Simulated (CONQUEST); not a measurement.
# W (P-1) in CONQUEST: convergence with scf tolerance

Aim: find how far scf tolerance must go before the results for W settle, at LDA. This setting moves, with any that are tied to it; all else stays.

Everything below comes from runs of CONQUEST 1.3. Logs are shortened: lines on timing, memory, paths and dates and some standing lists are left out, and cuts for length are marked.

### Step 1. The cell of the first run

The typed cell holds 2 atoms: a = 3.165 Å, b = 3.165 Å, c = 3.165 Å, α = 90.00°, β = 90.00°, γ = 90.00°.

The cell isn't the ideal one: atoms moved at random.

### Step 2. With scf tolerance 0.01

Input file Conquest_input:

```
IO.Title W
IO.Coordinates coords.dat
IO.FractionalAtomicCoords T
IO.Iprint 2
IO.Iprint_init 1
General.NumberOfSpecies 1
General.PseudopotentialType hamann
AtomMove.TypeOfRun static
AtomMove.FullStress T
Grid.GridCutoff 120
DM.SolutionMethod diagon
Diag.MPMesh T
Diag.GammaCentred T
Diag.MPMeshX 5
Diag.MPMeshY 5
Diag.MPMeshZ 5
Diag.kT 0.00183747
minE.SCTolerance 0.01
SC.MaxIters 100
IO.AtomChargeOutput T
%block ChemicalSpeciesLabel
1 183.850 W
%endblock
```

Input file coords.dat:

```
    5.9803973693     0.0000000000     0.0000000000
    0.0000000000     5.9803973693     0.0000000000
    0.0000000000     0.0000000000     5.9803973693
2
  0.0143890000   0.0011580000  -0.0002470000 1 T T T
  0.4808360000   0.4994340000   0.4942360000 1 T T T
```

Potentials or basis: PseudoDojo NC LDA, DZP, grid cutoff 120 Ha.

Command:

```sh
$ OMP_NUM_THREADS=1 Conquest
```

It took 68 s on 1 thread of AMD EPYC (Zen 3), shared host; peak memory 0.56 GiB.

What came out:

- Free energy: -4131.7875 eV
- Pressure: -161.6 GPa
- Largest force: 0.532 eV/Å
- Band gap on the k mesh: none (metal or under the smearing width)

### Step 3. With scf tolerance 0.001

Edit Conquest_input of step 2 so:

```diff
@@ -17,3 +17,3 @@
 Diag.kT 0.00183747
-minE.SCTolerance 0.01
+minE.SCTolerance 0.001
 SC.MaxIters 100
```

coords.dat is that of step 2.

Potentials or basis: PseudoDojo NC LDA, DZP, grid cutoff 120 Ha.

Command:

```sh
$ OMP_NUM_THREADS=1 Conquest
```

It took 93 s on 1 thread of AMD EPYC (Zen 3), shared host; peak memory 0.56 GiB.

Results:

* Free energy: -4131.3516 eV
* Pressure: 1.4 GPa
* Largest force: 0.328 eV/Å
* Band gap on the k mesh: none (metal or under the smearing width)

### Step 4. With scf tolerance 0.0001

Edit Conquest_input of step 3 so:

```diff
@@ -17,3 +17,3 @@
 Diag.kT 0.00183747
-minE.SCTolerance 0.001
+minE.SCTolerance 0.0001
 SC.MaxIters 100
```

coords.dat is that of step 3.

Command:

```sh
$ OMP_NUM_THREADS=1 Conquest
```

Wall time 92 s (1 thread of AMD EPYC (Zen 3), shared host); peak memory 0.56 GiB.

Results (log left out):

| Property | Result |
| --- | --- |
| Free energy | -4131.3507 eV |
| Pressure | -4.0 GPa |
| Largest force | 1.126 eV/Å |
| Band gap on the k mesh | none (metal or under the smearing width) |

### Step 5. With scf tolerance 1e-05

Edit Conquest_input of step 4 so:

```diff
@@ -17,3 +17,3 @@
 Diag.kT 0.00183747
-minE.SCTolerance 0.0001
+minE.SCTolerance 1e-05
 SC.MaxIters 100
```

coords.dat is that of step 4.

Command:

```sh
$ OMP_NUM_THREADS=1 Conquest
```

Run time: 1.8 min. Hardware: 1 thread of AMD EPYC (Zen 3), shared host; peak memory 0.56 GiB.

The run converged. Its results:

```yaml
Free_energy: -4131.3507 eV
Pressure: -3.9 GPa
Largest_force: 1.022 eV/Å
Band_gap_on_the_k_mesh: none (metal or under the smearing width)
```

### Step 6. With scf tolerance 1e-06

Edit Conquest_input of step 5 so:

```diff
@@ -17,3 +17,3 @@
 Diag.kT 0.00183747
-minE.SCTolerance 1e-05
+minE.SCTolerance 1e-06
 SC.MaxIters 100
```

coords.dat is that of step 5.

Potentials or basis: PseudoDojo NC LDA, DZP, grid cutoff 120 Ha.

Command:

```sh
$ OMP_NUM_THREADS=1 Conquest
```

It took 2.2 min on 1 thread of AMD EPYC (Zen 3), shared host; peak memory 0.56 GiB.

Results (log left out):

* Free energy: -4131.3507 eV
* Pressure: -4.0 GPa
* Largest force: 0.974 eV/Å
* Band gap on the k mesh: none (metal or under the smearing width)

### Step 7. With scf tolerance 1e-07

Edit Conquest_input of step 6 so:

```diff
@@ -17,3 +17,3 @@
 Diag.kT 0.00183747
-minE.SCTolerance 1e-06
+minE.SCTolerance 1e-07
 SC.MaxIters 100
```

coords.dat is that of step 6.

Command:

```sh
$ OMP_NUM_THREADS=1 Conquest
```

Run time: 2.6 min. Hardware: 1 thread of AMD EPYC (Zen 3), shared host; peak memory 0.55 GiB.

It converged, with:

| Quantity | Value |
| --- | --- |
| Free energy | -4131.3507 eV |
| Pressure | -4.0 GPa |
| Largest force | 0.980 eV/Å |
| Band gap on the k mesh | none (metal or under the smearing width) |

### Step 8. With scf tolerance 1e-08

Edit Conquest_input of step 7 so:

```diff
@@ -17,3 +17,3 @@
 Diag.kT 0.00183747
-minE.SCTolerance 1e-07
+minE.SCTolerance 1e-08
 SC.MaxIters 100
```

coords.dat is that of step 7.

Command:

```sh
$ OMP_NUM_THREADS=1 Conquest
```

It took 2.5 min on 1 thread of AMD EPYC (Zen 3), shared host; peak memory 0.56 GiB.

It converged, with:

| Item | Value |
| --- | --- |
| Free energy | -4131.3507 eV |
| Pressure | -4.0 GPa |
| Largest force | 0.980 eV/Å |
| Band gap on the k mesh | none (metal or under the smearing width) |

### Step 9. With scf tolerance 1e-09

Edit Conquest_input of step 8 so:

```diff
@@ -17,3 +17,3 @@
 Diag.kT 0.00183747
-minE.SCTolerance 1e-08
+minE.SCTolerance 1e-09
 SC.MaxIters 100
```

coords.dat is that of step 8.

Potentials or basis: PseudoDojo NC LDA, DZP, grid cutoff 120 Ha.

Command:

```sh
$ OMP_NUM_THREADS=1 Conquest
```

Log:

```text
Simulation cell dimensions:     5.9804 a0 x     5.9804 a0 x     5.9804 a0

      Atomic coordinates (a0)
         Atom         X         Y         Z  Species
            1    0.0861    0.0069    5.9789        1
            2    2.8756    2.9868    2.9557        1

         Monkhorst-Pack mesh:   5 x   5 x   5 gamma-centred
        This calculation includes non-local pseudopotentials,
         with a maximum core radius of      7.87260436

    Job title: W
    Job to be run: static calculation

    Ground state search:
      Support functions represented with PAO basis
      1:1 PAO to SF mapping
      Non-spin-polarised electrons
      Solving for the K matrix using diagonalisation
      Using Fermi-Dirac smearing

    Integration grid size:     32 x   32 x   32

    Integration grid spacing:  0.187 a0 x 0.187 a0 x 0.187 a0

    Number of species:  1
    --------------------------------------------------------
    |   #  mass (au)  Charge (e)  SF Rad (a0)  NSF  Label  |
    --------------------------------------------------------
    |   1    183.850      14.000        8.223   19  W      |
    --------------------------------------------------------
          SCF tolerance:                 0.00000000
          SCF iterations:               100

    LibXC version:  6. 2. 2
    Using the LDA functional Slater exchange
    Using the LDA functional Perdew & Wang

           radial cut-off to be used is taken to be max PAO cut-off radius for this species:    7.872604

           greatest ang. mom. for making density from PAOs:  2
    Minimum blocs/proc is      512. Maximum blocs/proc is      512
    set_atom_dens: In set_atomic_density, electrons :      28.000000000000
 matrix_size & matrix_size_padH =           38          38

    Screened ion int: energy:    -106.054397870204 Ha

    new_SC_potl: Starting.  Tolerance:  0.10000E-08

    PulayMixSC: Starting Pulay mixing, A_up =  0.500 A_dn =  0.500
    PulayMixSC: Spin non-polarised calculation.
          Harris-Foulkes Energy            :      -151.839949899434288 Ha
          GroundState Energy (E-(1/2)TS)   :      -151.840169452623599 Ha
          Free Energy (E-TS)               :      -151.840389005812881 Ha
          DFT Total Energy                 :      -151.815310719112347 Ha
          Total number of electrons        :        28.000000000000419
    PulayMixSC: Pulay iteration     1 residual:              0.33735E-02
          Harris-Foulkes Energy            :      -151.824880211548759 Ha
          GroundState Energy (E-(1/2)TS)   :      -151.825103672310973 Ha
          Free Energy (E-TS)               :      -151.825327133073216 Ha
          DFT Total Energy                 :      -151.823503144540780 Ha
          Total number of electrons        :        28.000014333612118
    PulayMixSC: Pulay iteration     2 residual:              0.12420E-02
          Harris-Foulkes Energy            :      -151.823921914473345 Ha
          GroundState Energy (E-(1/2)TS)   :      -151.824146947628947 Ha
          Free Energy (E-TS)               :      -151.824371980784576 Ha
          DFT Total Energy                 :      -151.823880146966246 Ha
          Total number of electrons        :        28.000024397374105
    PulayMixSC: Pulay iteration     3 residual:              0.31678E-03
          Harris-Foulkes Energy            :      -151.823886994234726 Ha
          GroundState Energy (E-(1/2)TS)   :      -151.824112523637353 Ha
          Free Energy (E-TS)               :      -151.824338053040009 Ha
          DFT Total Energy                 :      -151.823886886312835 Ha
          Total number of electrons        :        28.000028288927592
    PulayMixSC: Pulay iteration     4 residual:              0.10998E-04
          Harris-Foulkes Energy            :      -151.823887547346914 Ha
          GroundState Energy (E-(1/2)TS)   :      -151.824112987168490 Ha
          Free Energy (E-TS)               :      -151.824338426990067 Ha
          DFT Total Energy                 :      -151.823887539164048 Ha
          Total number of electrons        :        28.000027072824448
    PulayMixSC: Pulay iteration     5 residual:              0.30120E-05
          Harris-Foulkes Energy            :      -151.823887776436038 Ha
          GroundState Energy (E-(1/2)TS)   :      -151.824113209016559 Ha
          Free Energy (E-TS)               :      -151.824338641597080 Ha
          DFT Total Energy                 :      -151.823887770684820 Ha
          Total number of electrons        :        28.000027744919631
    PulayMixSC: Pulay iteration     6 residual:              0.95444E-06
          Harris-Foulkes Energy            :      -151.823887294344615 Ha
          GroundState Energy (E-(1/2)TS)   :      -151.824112727214384 Ha
          Free Energy (E-TS)               :      -151.824338160084153 Ha
          DFT Total Energy                 :      -151.823887285580327 Ha
          Total number of electrons        :        28.000028132183427
    PulayMixSC: Pulay iteration     7 residual:              0.11070E-05
          Harris-Foulkes Energy            :      -151.823887617895025 Ha
          GroundState Energy (E-(1/2)TS)   :      -151.824113053195930 Ha
          Free Energy (E-TS)               :      -151.824338488496835 Ha
          DFT Total Energy                 :      -151.823887617849408 Ha
          Total number of electrons        :        28.000028016194015
    PulayMixSC: Pulay iteration     8 residual:              0.14812E-06
          Harris-Foulkes Energy            :      -151.823887891763775 Ha
          GroundState Energy (E-(1/2)TS)   :      -151.824113329199065 Ha
          Free Energy (E-TS)               :      -151.824338766634355 Ha
          DFT Total Energy                 :      -151.823887891763661 Ha
          Total number of electrons        :        28.000028257349776
    PulayMixSC: Pulay iteration     9 residual:              0.99200E-08
          Harris-Foulkes Energy            :      -151.823887923836480 Ha
          GroundState Energy (E-(1/2)TS)   :      -151.824113361291438 Ha
          Free Energy (E-TS)               :      -151.824338798746396 Ha
          DFT Total Energy                 :      -151.823887923836480 Ha
          Total number of electrons        :        28.000028937171788
    PulayMixSC: Pulay iteration    10 residual:              0.38455E-08
          Harris-Foulkes Energy            :      -151.823887927351763 Ha
          GroundState Energy (E-(1/2)TS)   :      -151.824113364779407 Ha
          Free Energy (E-TS)               :      -151.824338802207080 Ha
          DFT Total Energy                 :      -151.823887927351620 Ha
          Total number of electrons        :        28.000029514700010
    PulayMixSC: Pulay iteration    11 residual:              0.27846E-09
    PulayMixSC: Reached SCF tolerance of  0.27846E-09 after     11 iterations
      | Number of electrons      =        28.000030
      |* band energy as 2Tr[K.H] =       -36.580132303620431 Ha
      |  screened ion-ion energy =      -106.054397870204170 Ha
      |  Ha correction           =         0.872034309252801 Ha
      |  XC correction           =       -10.061392062719909 Ha
      | GS Energy as E-(1/2)TS   =      -151.824113364779407 Ha
      | Free Energy as E-TS      =      -151.824338802207080 Ha
      |* Harris-Foulkes energy   =      -151.823887927351763 Ha
      |* DFT total energy        =      -151.823887927351620 Ha
      |  estimated accuracy      =        -0.000000000000142 Ha

    force: Forces on atoms (Ha/a0)
    force:  Atom   X              Y              Z
    force:     1  -0.0185223662  -0.0006548198  -0.0021749747
    force:     2   0.0189298369   0.0006337518   0.0020505034

    force: Maximum force :        0.01892984(Ha/a0) on atom         2 in x direction
    force: Force Residual:        0.01885712 Ha/a0
    force: Total stress:          4.90212769    -0.08050130    -0.20820769 GPa
                            -0.08050130     3.44520158    -0.06168387
                            -0.20820769    -0.06168387     3.58236125
    force: Average pressure:     -3.97656350 GPa

    force: Finished force
    get_E_and_F: Change in energy during last step of electronic optimisation: -0.35153E-08

    BIBLIOGRAPHY: Please consider citing the following references in the conquest.bib file

    CONQUEST:         Bowler2002pt, Miyazaki2004, Nakata2020
    Basis:            Bowler2019
    DM:               Bowler:2006xr
    Pseudopotentials: Hamann2013, Bowler2019
    XC references from LibXC:
      P. A. M. Dirac.,  Math. Proc. Cambridge Philos. Soc. 26, 376 (1930)
```

Wall time 2.7 min (1 thread of AMD EPYC (Zen 3), shared host); peak memory 0.56 GiB.

Results:

```yaml
Free_energy: -4131.3507 eV
Pressure: -4.0 GPa
Largest_force: 0.980 eV/Å
Band_gap_on_the_k_mesh: none (metal or under the smearing width)
```

### Step 10. Summary

```
scf tolerance  energy less the tightest run, at zero smearing (meV/atom)  pressure (GPa)  largest force (eV/Å)  SCF cycles  CPU time (s)  peak memory (GiB)
         0.01                                                    -218.45         -161.60                 0.532           1            60               0.56
        0.001                                                      -0.46            1.38                 0.328           3            81               0.56
       0.0001                                                       0.01           -4.01                 1.126           4            87               0.56
        1e-05                                                       0.01           -3.91                 1.022           5            99               0.56
        1e-06                                                       0.00           -3.98                 0.974           6           110               0.56
        1e-07                                                       0.00           -3.98                 0.980           9           140               0.55
        1e-08                                                       0.00           -3.98                 0.980           9           130               0.56
        1e-09                                                       0.00           -3.98                 0.980          11           150               0.56
```

Against the tightest run, the energy stays within 1 meV/atom from 0.001 on; the pressure stays within 0.1 GPa from 0.0001 on; the largest force stays within 0.005 eV/Å from 1e-07 on. The tightest run that finished is the yardstick and may itself not be fully converged.

Caveats: all runs use coarse meshes; the basis of atomic orbitals isn't converged, which shifts pressures, moduli and gaps.
